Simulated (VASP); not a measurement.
# MgS in VASP: one cell, several levels of theory, part 2 of 2

The system is zincblende MgS, a generated structure that needn't be the ground state.

VASP 6.6.1, plane waves, PAW. The steps go on from the part before.

### Step 3. r2SCAN

The input, INCAR:

```
ENCUT = 520.000000
SIGMA = 0.010000
EDIFF = 1.00e-07
ALGO = Normal
METAGGA = R2SCAN
PREC = Accurate
IBRION = -1
ISIF = 2
ISMEAR = 0
NBANDS = 11
NELM = 120
NSW = 0
LASPH = .TRUE.
LCHARG = .TRUE.
LELF = .TRUE.
LWAVE = .FALSE.
LREAL = .FALSE.
```

The input, KPOINTS:

```
KPOINTS created by Atomic Simulation Environment
0
Gamma
8 8 8
0 0 0
```

The input, KPOINTS_OPT:

```
special points
6
Reciprocal
0.0000000000 0.0000000000 0.0000000000 1
-0.5000000000 -0.5000000000 0.0000000000 1
-0.3750000000 -0.3750000000 0.2500000000 1
-0.3750000000 0.0000000000 0.3750000000 1
0.0000000000 0.0000000000 0.5000000000 1
-0.5000000000 -0.2500000000 0.2500000000 1
```

The input, POSCAR:

```
Mg S
 1.0000000000000000
     0.0000000000000000    2.8308768411016469    2.8308768411016469
     2.8308768411016469    0.0000000000000000    2.8308768411016469
     2.8308768411016469    2.8308768411016469    0.0000000000000000
 Mg  S
   1   1
Cartesian
  0.0000000000000000  0.0000000000000000  0.0000000000000000
  1.4154384205508233  1.4154384205508233  1.4154384205508233
```

Launch:

```bash
$ mpirun -np 1 vasp_std
```

Standard output, without the iteration lines:

```text
POSCAR found type information on POSCAR MgS
 POSCAR found :  2 types and       2 ions
 -----------------------------------------------------------------------------
|                                                                             |
|                                                                             |
|     You enforced a specific xc type in the INCAR file but a different       |
|     I HOPE YOU KNOW WHAT YOU ARE DOING!                                     |
|                                                                             |
 -----------------------------------------------------------------------------

 LDA part: xc-table for (None), standard interpolation
 POSCAR, INCAR and KPOINTS ok, starting setup
 FFT: planning ... GRIDC
 FFT: planning ... GRID_SOFT
 FFT: planning ... GRID
 WAVECAR not read
 entering main loop
 Start KPOINTS_OPT (optional k-point list driver)
k-point batch [1-6\6]
```

OSZICAR:

```text
N       E                     dE             d eps       ncg     rms          rms(c)
DAV:   1     0.167297798556E+02    0.16730E+02   -0.33825E+03   654   0.584E+02
DAV:   2    -0.152387913475E+02   -0.31969E+02   -0.29982E+02   795   0.101E+02
DAV:   3    -0.172168821216E+02   -0.19781E+01   -0.19746E+01   769   0.272E+01
DAV:   4    -0.172327185145E+02   -0.15836E-01   -0.15834E-01   780   0.292E+00
DAV:   5    -0.172328945621E+02   -0.17605E-03   -0.17605E-03   786   0.305E-01    0.421E+00
DAV:   6    -0.154306235607E+02    0.18023E+01   -0.12605E+00   683   0.556E+00    0.425E+00
DAV:   7    -0.154378196403E+02   -0.71961E-02   -0.26234E-01   731   0.232E+00    0.267E+00
DAV:   8    -0.154501710905E+02   -0.12351E-01   -0.10904E-02   695   0.776E-01    0.116E-01
DAV:   9    -0.154504448670E+02   -0.27378E-03   -0.22192E-04   860   0.929E-02    0.108E-01
DAV:  10    -0.154506743925E+02   -0.22953E-03   -0.23386E-04   671   0.133E-01    0.430E-02
DAV:  11    -0.154506762406E+02   -0.18481E-05   -0.14778E-06   819   0.868E-03    0.430E-03
DAV:  12    -0.154506757335E+02    0.50709E-06   -0.81755E-08   741   0.234E-03    0.887E-04
DAV:  13    -0.154506756248E+02    0.10866E-06   -0.15249E-08   542   0.820E-04    0.633E-04
DAV:  14    -0.154506756173E+02    0.75711E-08   -0.15238E-09   385   0.307E-04
   1 F= -.15450676E+02 E0= -.15450676E+02  d E =-.438841E-43
       N       E                     dE             ncg
DAV:   1     0.386970917957E+03   -0.12273E+04      132
DAV:   2     0.201580503688E+03   -0.18539E+03      153
DAV:   3     0.189679406554E+03   -0.11901E+02      165
DAV:   4     0.189580103082E+03   -0.99303E-01      150
DAV:   5     0.189578839702E+03   -0.12634E-02      197
DAV:   6     0.189578827857E+03   -0.11845E-04      153
DAV:   7     0.189578827585E+03   -0.27162E-06      194
DAV:   8     0.189578827578E+03   -0.75065E-08      137
```

From OUTCAR:

```text
k-points           NKPTS =     29   k-points in BZ     NKDIM =     29   number of bands    NBANDS=     11

   NELECT =       8.0000    total number of electrons

   dimension x,y,z NGX =    30 NGY =   30 NGZ =   30
   dimension x,y,z NGXF=    60 NGYF=   60 NGZF=   60

  energy-cutoff  :      520.00
  volume of cell :       45.37
      direct lattice vectors                 reciprocal lattice vectors
     0.000000000  2.830876841  2.830876841    -0.176623721  0.176623721  0.176623721
     2.830876841  0.000000000  2.830876841     0.176623721 -0.176623721  0.176623721
     2.830876841  2.830876841  0.000000000     0.176623721  0.176623721 -0.176623721

 k-points in reciprocal lattice and weights: KPOINTS created by Atomic Simulation Env
   0.00000000  0.00000000  0.00000000       0.002
   0.12500000  0.00000000  0.00000000       0.016
   0.25000000  0.00000000  0.00000000       0.016
   0.37500000  0.00000000  0.00000000       0.016
   0.50000000  0.00000000  0.00000000       0.008
   0.12500000  0.12500000  0.00000000       0.012
   0.25000000  0.12500000  0.00000000       0.047
   0.37500000  0.12500000  0.00000000       0.047
[... 21 more k-points ...]

 E-fermi :   0.8636

 k-point     1 :       0.0000    0.0000    0.0000
  band No.  band energies     occupation
      1     -10.9699      2.00000
      2       0.7690      2.00000
      3       0.7690      2.00000
      4       0.7690      2.00000
      5       4.8983      0.00000
      6       9.3631      0.00000
      7       9.3631      0.00000
      8       9.3631      0.00000
      9      12.2243      0.00000
     10      12.2243      0.00000
     11      15.4730      0.00000

 k-point     2 :       0.1250    0.0000    0.0000
  band No.  band energies     occupation
      1     -10.8803      2.00000
      2       0.1115      2.00000
      3       0.7154      2.00000
      4       0.7154      2.00000
      5       5.5408      0.00000
      6       9.1838      0.00000
      7       9.5472      0.00000
      8       9.5472      0.00000
      9      11.7619      0.00000
     10      11.7619      0.00000
     11      14.6905      0.00000

 k-point     3 :       0.2500    0.0000    0.0000
  band No.  band energies     occupation
      1     -10.6487      2.00000
      2      -1.0690      2.00000
      3       0.5939      2.00000
      4       0.5939      2.00000
      5       6.4071      0.00000
      6       9.2335      0.00000
      7       9.5577      0.00000
      8       9.5577      0.00000
      9      11.8503      0.00000
     10      11.8503      0.00000
     11      13.8017      0.00000

 k-point     4 :       0.3750    0.0000    0.0000
  band No.  band energies     occupation
      1     -10.3905      2.00000
      2      -2.0181      2.00000
      3       0.4819      2.00000
      4       0.4819      2.00000
      5       6.5900      0.00000
      6       9.1632      0.00000
      7       9.1632      0.00000
      8       9.8038      0.00000
      9      13.2155      0.00000
     10      13.2155      0.00000
     11      13.8617      0.00000

 k-point     5 :       0.5000    0.0000    0.0000
  band No.  band energies     occupation
      1     -10.2737      2.00000
      2      -2.3795      2.00000
      3       0.4380      2.00000
      4       0.4380      2.00000
      5       6.5599      0.00000
      6       8.9809      0.00000
      7       8.9809      0.00000
      8      10.0365      0.00000
      9      14.5988      0.00000
     10      14.6421      0.00000
     11      14.6421      0.00000

 k-point     6 :       0.1250    0.1250    0.0000
  band No.  band energies     occupation
      1     -10.8505      2.00000
      2       0.1214      2.00000
      3       0.5866      2.00000
      4       0.5866      2.00000
      5       5.7542      0.00000
      6       8.8215      0.00000
      7       9.8065      0.00000
      8       9.8065      0.00000
      9      10.7780      0.00000
     10      12.4978      0.00000
     11      16.0103      0.00000

 k-point     7 :       0.2500    0.1250    0.0000
  band No.  band energies     occupation
      1     -10.6660      2.00000
      2      -0.7581      2.00000
      3       0.4190      2.00000
      4       0.4607      2.00000
      5       6.5476      0.00000
      6       8.5747      0.00000
      7       9.4894      0.00000
      8      10.1096      0.00000
      9      10.9543      0.00000
     10      12.7004      0.00000
     11      15.0243      0.00000

 k-point     8 :       0.3750    0.1250    0.0000
  band No.  band energies     occupation
      1     -10.4134      2.00000
      2      -1.6992      2.00000
      3       0.2582      2.00000
      4       0.3113      2.00000
      5       6.9388      0.00000
      6       8.5280      0.00000
      7       9.4563      0.00000
      8       9.8230      0.00000
      9      12.2641      0.00000
     10      13.7931      0.00000
     11      14.6177      0.00000

 k-point     9 :       0.5000    0.1250    0.0000
  band No.  band energies     occupation
      1     -10.2436      2.00000
      2      -2.2185      2.00000
      3       0.0614      2.00000
      4       0.3159      2.00000
      5       7.0288      0.00000
      6       8.1958      0.00000
      7       9.4498      0.00000
      8      10.3643      0.00000
      9      13.4198      0.00000
     10      14.6873      0.00000
     11      15.4599      0.00000

 k-point    10 :      -0.3750    0.1250    0.0000
  band No.  band energies     occupation
      1     -10.2825      2.00000
      2      -2.1025      2.00000
      3      -0.0183      2.00000
      4       0.4284      2.00000
      5       7.1418      0.00000
      6       8.2925      0.00000
      7       9.3750      0.00000
      8      10.2196      0.00000
      9      12.8679      0.00000
     10      14.4019      0.00000
     11      15.3222      0.00000

 k-point    11 :      -0.2500    0.1250    0.0000
  band No.  band energies     occupation
      1     -10.4993      2.00000
      2      -1.4144      2.00000
      3       0.0785      2.00000
      4       0.5933      2.00000
      5       7.0654      0.00000
      6       8.8006      0.00000
      7       9.3545      0.00000
      8       9.6595      0.00000
      9      11.2487      0.00000
     10      13.6268      0.00000
     11      14.7402      0.00000

 k-point    12 :      -0.1250    0.1250    0.0000
  band No.  band energies     occupation
      1     -10.7430      2.00000
      2      -0.5022      2.00000
      3       0.3732      2.00000
      4       0.7171      2.00000
      5       6.3022      0.00000
      6       8.9203      0.00000
      7       9.6295      0.00000
      8       9.7720      0.00000
      9      10.8377      0.00000
     10      12.2954      0.00000
     11      15.1991      0.00000

 k-point    13 :       0.2500    0.2500    0.0000
  band No.  band energies     occupation
      1     -10.5429      2.00000
      2      -0.9479      2.00000
      3       0.1933      2.00000
      4       0.1933      2.00000
      5       6.4843      0.00000
      6       7.9390      0.00000
      7       9.8517      0.00000
      8      10.9743      0.00000
      9      10.9743      0.00000
     10      13.2987      0.00000
     11      17.1812      0.00000

 k-point    14 :       0.3750    0.2500    0.0000
  band No.  band energies     occupation
      1     -10.3378      2.00000
      2      -1.5095      2.00000
      3      -0.0987      2.00000
      4       0.0473      2.00000
      5       6.3579      0.00000
      6       7.9040      0.00000
      7       9.8777      0.00000
      8      11.1687      0.00000
      9      12.3379      0.00000
     10      14.2627      0.00000
     11      16.3376      0.00000

 k-point    15 :       0.5000    0.2500    0.0000
  band No.  band energies     occupation
      1     -10.1670      2.00000
      2      -1.8805      2.00000
      3      -0.5506      2.00000
      4       0.0481      2.00000
      5       6.4885      0.00000
      6       8.3959      0.00000
      7      10.0233      0.00000
      8      10.7332      0.00000
      9      13.2904      0.00000
     10      14.8660      0.00000
     11      16.1936      0.00000

 k-point    16 :      -0.3750    0.2500    0.0000
  band No.  band energies     occupation
      1     -10.1467      2.00000
      2      -1.8656      2.00000
      3      -0.8521      2.00000
      4       0.1946      2.00000
      5       6.9465      0.00000
      6       8.5742      0.00000
      7      10.2772      0.00000
      8      10.3533      0.00000
      9      12.9312      0.00000
     10      13.2008      0.00000
     11      16.5499      0.00000

[... the tables of k-points 17 to 29 left out ...]

  Total       -0.0783736     -0.0783736     -0.0783736     -0.0000000      0.0000000      0.0000000
  in kB       -2.7674980     -2.7674980     -2.7674980     -0.0000000      0.0000000      0.0000000
  external PRESSURE =      -2.7674980 kB  Pullay stress =       0.0000000 kB

 POSITION                                       TOTAL-FORCE (eV/Angst)
 -----------------------------------------------------------------------------------
      0.00000      0.00000      0.00000        -0.000000     -0.000000     -0.000000
      1.41544      1.41544      1.41544         0.000000      0.000000      0.000000
 -----------------------------------------------------------------------------------
    total drift:                               -0.000003     -0.000003     -0.000003

  FREE ENERGIE OF THE ION-ELECTRON SYSTEM (eV)
  ---------------------------------------------------
  free  energy   TOTEN  =       -15.4506756173 eV

  energy  without entropy=      -15.4506756173  energy(sigma->0) =      -15.45067562
```

Run time: 57 s. Hardware: 1 MPI rank of Intel Xeon Platinum 8488C, shared host; peak memory 0.17 GiB.

The levels at the points of KPOINTS_OPT are read from vasprun.xml.

Near the gap, in eV above the top of the last filled band v; c is the band after it:

```
point    v−1      v     c   c+1
    Γ   0.00   0.00  4.13  8.59
    X  -1.05  -1.05  4.32  6.26
    U  -1.90  -0.82  5.31  7.62
    K  -1.90  -0.82  5.31  7.62
    L  -0.33  -0.33  5.79  8.21
    W  -1.86  -1.33  5.99  8.70
```

Gap with r2SCAN: 4.13 eV, direct (Γ). Pressure: -0.28 GPa; the forces vanish within 0.01 eV/Å.

The maps below are laid out on this run's own conventional cell (a, b, c = 5.662, 5.662, 5.662 Å).

Density in a lattice plane of the grid's cell (edges 5.66 and 5.66 Å, at 0.000 of the third edge), which holds Mg.

Ten even steps from '0' (0.02 e/Å³) to '9' (0.16 e/Å³):
```
011234321100000112343211
113455543210001234555431
234677764321112346777643
345689986432223468998654
334689998643334689998643
223468998654345689986432
112346777643234677764321
001234555431113455543210
000112343211011234321100
000012333210001233321000
000112343211011234321100
001234555431113455543210
112346777643234677764321
223468998654345689986432
334689998643334689998643
345689986432223468998654
234677764321112346777643
113455543210001234555431
011234321100000112343211
001233321000000012333210
```
Columns run along the first of these edges and rows up along the second, over one cell in 24 and 20 even steps from the bottom left corner. Atoms in the plane (fractional): Mg at (0.00, 0.00), Mg at (0.50, 0.50).

ELF in the same plane.

Ten even steps from '0' (0.00) to '9' (0.70):
```
000122211000000011222100
002466543100000134566420
014789875310001357898741
124899997531013579999842
114799999741014799999741
013579999842124899997531
001357898741014789875310
000134566420002466543100
000011222100000122211000
000000110000000001000000
000011222100000122211000
000134566420002466543100
001357898741014789875310
013579999842124899997531
014799999741114799999741
124899997531013579999842
014789875310001357898741
002466543100000134566420
000122211000000011222100
000001000000000000110000
```
Columns run along the first of these edges and rows up along the second, over one cell in 24 and 20 even steps from the bottom left corner. Atoms in the plane (fractional): Mg at (0.00, 0.00), Mg at (0.50, 0.50).

Both are smooth fields of the valence electrons: close to the nuclei they are not physical.

Maxima of ELF outside the ion cores: 0.91 on the S–Mg line, 0.9 Å from S.

### Step 4. What came out

What follows sums up all 2 parts.

```
 level  gap (eV)  pressure (GPa)
   PBE      3.46            0.93
r2SCAN      4.13           -0.28
```

In words: The gap runs from 3.46 eV (PBE) to 4.13 eV (r2SCAN). At this one volume the pressure spans -0.3 GPa (r2SCAN) to 0.9 GPa (PBE): PBE wants the largest cell and r2SCAN the smallest.
